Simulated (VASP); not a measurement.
# Ir (Im-3m) in VASP: settings compared

Aim: see how the results for Ir move with the level of theory and the settings. Levels: PBE, r2SCAN. Tasks: single point.

Program: VASP 6.6.1. These are calculated values, not measurements. Logs are shortened: lines on timing, memory, paths and dates and some standing lists are left out, and cuts for length are marked.

### 1 Starting point

It takes space group Im-3m (No. 229, cubic). The conventional cell has a = 3.048 Å, b = 3.048 Å, c = 3.048 Å, α = 90.00°, β = 90.00°, γ = 90.00°. Around Ir (site symmetry m-3m) lie 8 Ir at 2.64 Å.

The cell was built by a generator and needn't be a form met in nature.

### 2 Single point, PBE

Input file INCAR:

```
PREC = Accurate
ENCUT = 520
EDIFF = 1E-7
ISMEAR = 0
SIGMA = 0.05
LREAL = F
LASPH = T
NELM = 100
ALGO = Fast
ISIF = 2
LWAVE = F
LCHARG = F
GGA = PE
NBANDS = 10
```

Input file KPOINTS:

```
regular mesh
0
Gamma
  10 10 10
```

Input file POSCAR:

```
Ir
1.0
   -1.5239058711      1.5239058711      1.5239058711
    1.5239058711     -1.5239058711      1.5239058711
    1.5239058711      1.5239058711     -1.5239058711
Ir
1
Direct
    0.0000000000      0.0000000000      0.0000000000
```

Potentials or basis: VASP PAW PBE potentials, release 64 (Ir).

The run is started by

```
$ cat potpaw_PBE.64/Ir/POTCAR > POTCAR
$ mpirun -np 1 vasp_std > vasp.out
```

OUTCAR:

```text
PREC = Accurate
   ENCUT = 520
   EDIFF = 1E-7
   ISMEAR = 0
   LREAL = F
   LASPH = T
   NELM = 100
   ISIF = 2
   GGA = PE

 ion  position               nearest neighbor table
   1  0.000  0.000  0.000-

  LATTYP: Found a body centered cubic cell.
 ALAT       =     3.0478117422

  Lattice vectors:

 A1 = (  -1.5239058711,   1.5239058711,   1.5239058711)
 A2 = (   1.5239058711,  -1.5239058711,   1.5239058711)
 A3 = (   1.5239058711,   1.5239058711,  -1.5239058711)

Analysis of symmetry for initial positions (statically):
=====================================================================
 Subroutine PRICEL returns:
 Original cell was already a primitive cell.

 Routine SETGRP: Setting up the symmetry group for a
 body centered cubic supercell.

 Subroutine GETGRP returns: Found 48 space group operations
 (whereof 48 operations were pure point group operations)
 out of a pool of 48 trial point group operations.

The static configuration has the point symmetry O_h .

Analysis of symmetry for dynamics (positions and initial velocities):
=====================================================================
 Subroutine PRICEL returns:
 Original cell was already a primitive cell.

 Routine SETGRP: Setting up the symmetry group for a
 body centered cubic supercell.

 Subroutine GETGRP returns: Found 48 space group operations
 (whereof 48 operations were pure point group operations)
 out of a pool of 48 trial point group operations.

The dynamic configuration has the point symmetry O_h .

 Subroutine INISYM returns: Found 48 space group operations
 (whereof 48 operations are pure point group operations),
 and found     1 'primitive' translations

----------------------------------------------------------------------------------------

                                     Primitive cell

  volume of cell :      14.1558

  direct lattice vectors                    reciprocal lattice vectors
    -1.523905871  1.523905871  1.523905871     0.000000000  0.328104255  0.328104255
     1.523905871 -1.523905871  1.523905871     0.328104255  0.000000000  0.328104255
     1.523905871  1.523905871 -1.523905871     0.328104255  0.328104255  0.000000000

  length of vectors
     2.639482395  2.639482395  2.639482395     0.464009487  0.464009487  0.464009487

  position of ions in fractional coordinates (direct lattice)
     0.000000000  0.000000000  0.000000000

  ion indices of the primitive-cell ions
   primitive index   ion index
[... 73 lines left out ...]
   EDIFF  = 0.1E-06   stopping-criterion for ELM
   LREAL  =      F    real-space projection
   EDIFFG = 0.1E-05   stopping-criterion for IOM
   NSW    =      0    number of steps for IOM
   IBRION =     -1    ionic relax: 0-MD 1-quasi-New 2-CG
   NFREE  =      0    steps in history (QN), initial steepest desc. (CG)
   ISIF   =      2    stress and relaxation
   ISYM   =      2    0-nonsym 1-usesym 2-fastsym
   POTIM  = 0.5000    time-step for ionic-motion
   TEBEG  =    0.0;   TEEND  =   0.0 temperature during run
   PSTRESS=    0.0 pullay stress
   NELECT =       9.0000    total number of electrons
   NUPDOWN=      -1.0000    fix difference up-down
   EMIN   =  10.00;   EMAX   =-10.00  energy-range for DOS
   EFERMI =   0.00;   METHOD = LEGACY
   ISMEAR =     0;   SIGMA  =   0.05  broadening in eV -4-tet -1-fermi 0-gaus
   EFERMI_NEDOS =   21; number of points for ismear=-14 and -15
   IALGO  =     68    algorithm
   IMIX   =      4    mixing-type and parameters
     AMIX     =   0.40;   BMIX     =  1.00
     AMIX_MAG =   1.60;   BMIX_MAG =  1.00
  volume/ion in A,a.u.               =      14.16        95.53
  Fermi-wavevector in a.u.,A,eV,Ry     =   1.407702  2.660172 26.961660  1.981626
  Thomas-Fermi vector in A             =   2.529935
   LORBIT       =      0    0 simple, 1 ext, 2 COOP (PROOUT), +10 PAW based schemes
   GGA     = PE    functional components
   LHFCALC =     F    Hartree Fock is set to
   AEXX    =    0.0000 exact exchange contribution
   IVDW    =     0    specifies the selected vdW correction
   LEPSILON=     F    determine dielectric tensor
   LRPA    =     F    only Hartree local field effects (RPA)
 non-spin polarized calculation
 RMM-DIIS sequential band-by-band and
 Gauss-broadening in eV      SIGMA  =   0.05
  energy-cutoff  :      520.00
  volume of cell :       14.16
 maximum number of plane-waves:       394
   NGX =  9   NGY =  9   NGZ =  9

 number of electron       8.9999999 magnetization

 Free energy of the ion-electron system (eV)
  ---------------------------------------------------
  ext. energy  EPLUGINS =         0.00000000
  ---------------------------------------------------
  free energy    TOTEN  =        -8.16319466 eV

  energy without entropy =       -8.15896397  energy(sigma->0) =       -8.16107932

 E-fermi :  10.1564     XC(G=0): -13.9650

 val. band max:       10.1531183346   @ k =   0.4000   0.1000   0.1000
 cond. band min:      10.1633055779   @ k =  -0.2000   0.2000   0.1000
 fundamental gap:      0.0101872433
 Fermi energy:        10.1564053836

 k-point     1 :       0.0000    0.0000    0.0000
  band No.  band energies     occupation
      1      -0.7087      2.00000
      2       6.4181      2.00000
      3       6.4181      2.00000
      4       6.4181      2.00000
      5       9.5849      2.00000
      6       9.5849      2.00000
      7      27.1061      0.00000
      8      27.1061      0.00000
      9      27.1061      0.00000
     10      38.3732      0.00000
[... 287 lines left out ...]
 k-point    24 :      -0.3000    0.3000    0.1000
  band No.  band energies     occupation
      1       2.5917      2.00000
      2       5.5124      2.00000
      3       6.2980      2.00000
      4       8.4631      2.00000
      5       9.6810      2.00000
      6      10.3721      0.00000
      7      24.0945      0.00000
      8      26.5374      0.00000
      9      30.6377      0.00000
     10      33.3034      0.00000

 [... further k-points ...]
[... 5 lines left out ...]
  --------------------------------------------------------------------------------------
  -------------------------------------------------------------------------------------
  Total        1.9732177      1.9732177      1.9732177      0.0000000      0.0000000     -0.0000000
  in kB      223.3321070    223.3321070    223.3321070      0.0000000      0.0000000     -0.0000000
  external PRESSURE =     223.3321070 kB  Pullay stress =       0.0000000 kB

 VOLUME and BASIS-vectors are now :
 -----------------------------------------------------------------------------
  energy-cutoff  :      520.00
  volume of cell :       14.16
      direct lattice vectors                 reciprocal lattice vectors
    -1.523905871  1.523905871  1.523905871     0.000000000  0.328104255  0.328104255
     1.523905871 -1.523905871  1.523905871     0.328104255  0.000000000  0.328104255
     1.523905871  1.523905871 -1.523905871     0.328104255  0.328104255  0.000000000

 POSITION                                       TOTAL-FORCE (eV/Angst)
 -----------------------------------------------------------------------------------
      0.00000      0.00000      0.00000         0.000000     -0.000000     -0.000000
 -----------------------------------------------------------------------------------
    total drift:                                0.000000      0.000000      0.000000

  FREE ENERGIE OF THE ION-ELECTRON SYSTEM (eV)
  ---------------------------------------------------
  free  energy   TOTEN  =        -8.1631946602 eV

  energy  without entropy=       -8.1589639712  energy(sigma->0) =       -8.16107932
```

OSZICAR:

```text
N       E                     dE             d eps       ncg     rms          rms(c)
DAV:   1     0.468141221373E+02    0.46814E+02   -0.44071E+03   948   0.823E+02
DAV:   2    -0.766615854561E+01   -0.54480E+02   -0.52075E+02   972   0.193E+02
DAV:   3    -0.859633795470E+01   -0.93018E+00   -0.92545E+00  1098   0.303E+01
DAV:   4    -0.860500955895E+01   -0.86716E-02   -0.86691E-02  1082   0.273E+00
DAV:   5    -0.860516387733E+01   -0.15432E-03   -0.15432E-03  1104   0.348E-01    0.163E+01
RMM:   6    -0.824168358314E+01    0.36348E+00   -0.27793E-01   971   0.659E+00    0.733E+00
RMM:   7    -0.816673295511E+01    0.74951E-01   -0.13911E-01   997   0.353E+00    0.174E+00
RMM:   8    -0.816291563467E+01    0.38173E-02   -0.17853E-02  1022   0.201E+00    0.262E-01
RMM:   9    -0.816316731586E+01   -0.25168E-03   -0.33253E-03  1208   0.488E-01    0.141E-01
RMM:  10    -0.816317542597E+01   -0.81101E-05   -0.60137E-04  1145   0.331E-01    0.156E-01
RMM:  11    -0.816320564712E+01   -0.30221E-04   -0.25687E-04  1187   0.122E-01    0.641E-02
RMM:  12    -0.816319458114E+01    0.11066E-04   -0.57749E-05  1057   0.964E-02    0.141E-02
RMM:  13    -0.816319606928E+01   -0.14881E-05   -0.15996E-05  1164   0.273E-02    0.168E-02
RMM:  14    -0.816319583673E+01    0.23255E-06   -0.13533E-06  1096   0.120E-02    0.135E-02
RMM:  15    -0.816319655144E+01   -0.71471E-06   -0.73117E-07   903   0.800E-03    0.211E-02
RMM:  16    -0.816319456274E+01    0.19887E-05   -0.31708E-06  1316   0.211E-02    0.110E-02
RMM:  17    -0.816319466020E+01   -0.97462E-07   -0.15245E-07   696   0.437E-03
   1 F= -.81631947E+01 E0= -.81610793E+01  d E =-.423069E-02
```

Wall time 4.5 s (1 thread of Intel Xeon 6975P-C (Granite Rapids), shared host); peak memory 0.13 GiB.

What came out:

```yaml
Free_energy: -8.1632 eV
Pressure: 22.3 GPa
Band_gap_on_the_k_mesh: none (metal or under the smearing width)
```

Caveat: so large a pressure means that the cell lies far from this level's equilibrium, or that cutoff or potentials fall short. Spin-orbit coupling is left out, which matters for the levels of Ir.

### 3 Single point, r2SCAN

This run uses another cell than the first one, of 14.72 Å³/atom, 1.040 times its volume.

Input file POSCAR:

```
Ir
1.0
   -1.5438590001      1.5438590001      1.5438590001
    1.5438590001     -1.5438590001      1.5438590001
    1.5438590001      1.5438590001     -1.5438590001
Ir
1
Direct
    0.0000000000      0.0000000000      0.0000000000
```

Input file INCAR.step1:

```
PREC     = Accurate       # precision mode
ENCUT    = 520            # plane-wave cutoff, eV
ISMEAR   = 0              # smearing method
SIGMA    = 0.05           # smearing width, eV
LREAL    = F              # projectors in reciprocal space
LASPH    = T              # aspherical terms in the spheres
NELM     = 100            # most SCF steps
NBANDS   = 10             # bands
GGA      = PE             # functional
ALGO     = Normal         # electronic algorithm
EDIFF    = 1E-4           # SCF threshold, eV
LWAVE    = T              # write WAVECAR
LCHARG   = F              # write CHGCAR
```

Input file INCAR.step2:

```
PREC     = Accurate       # precision mode
ENCUT    = 520            # plane-wave cutoff, eV
EDIFF    = 1E-6           # SCF threshold, eV
ISMEAR   = 0              # smearing method
SIGMA    = 0.05           # smearing width, eV
LREAL    = F              # projectors in reciprocal space
LASPH    = T              # aspherical terms in the spheres
NELM     = 100            # most SCF steps
ALGO     = Normal         # electronic algorithm
ISIF     = 2              # what is computed and relaxed
LWAVE    = F              # write WAVECAR
LCHARG   = F              # write CHGCAR
METAGGA  = R2SCAN         # meta-GGA
LMIXTAU  = T            
NBANDS   = 10             # bands
ISTART   = 1
```

Input file KPOINTS:

```
Automatic mesh
0
Gamma
  18 18 18
```

Potentials or basis: VASP PAW PBE potentials, release 64 (Ir).

The run is started by

```
$ cat potpaw_PBE.64/Ir/POTCAR > POTCAR
$ cp INCAR.step1 INCAR
$ mpirun -np 1 vasp_std > vasp.out
$ cp INCAR.step2 INCAR
$ mpirun -np 1 vasp_std > vasp.out
```

It took 30 s on 1 thread of Intel Xeon 6975P-C (Granite Rapids), shared host; peak memory 0.15 GiB.

The run converged. Its results:

- Free energy: -51.6764 eV
- Pressure: 2.3 GPa
- Band gap on the k mesh: none (metal or under the smearing width)

Levels at points of the mesh, in eV from the Fermi level:
| k point | band 1 | band 2 | band 3 | band 4 | band 5 | band 6 | band 7 | band 8 | band 9 |
| --- | --- | --- | --- | --- | --- | --- | --- | --- | --- |
| (0.00, 0.00, 0.00) | -10.83 | -3.62 | -3.62 | -3.62 | -0.56 | -0.56 | 17.93 | 17.93 | 17.93 |
| (0.50, 0.00, 0.00) | -7.61 | -5.49 | -0.72 | -0.06 | 0.02 | 2.32 | 8.28 | 13.82 | 17.71 |
| (0.50, 0.50, 0.50) | -7.17 | -7.17 | 1.61 | 1.61 | 1.61 | 8.36 | 8.36 | 8.36 | 15.40 |

Caveat: the PAW data sets were made with another functional, which shifts forces and pressure a little. Spin-orbit coupling is left out, which matters for the levels of Ir.
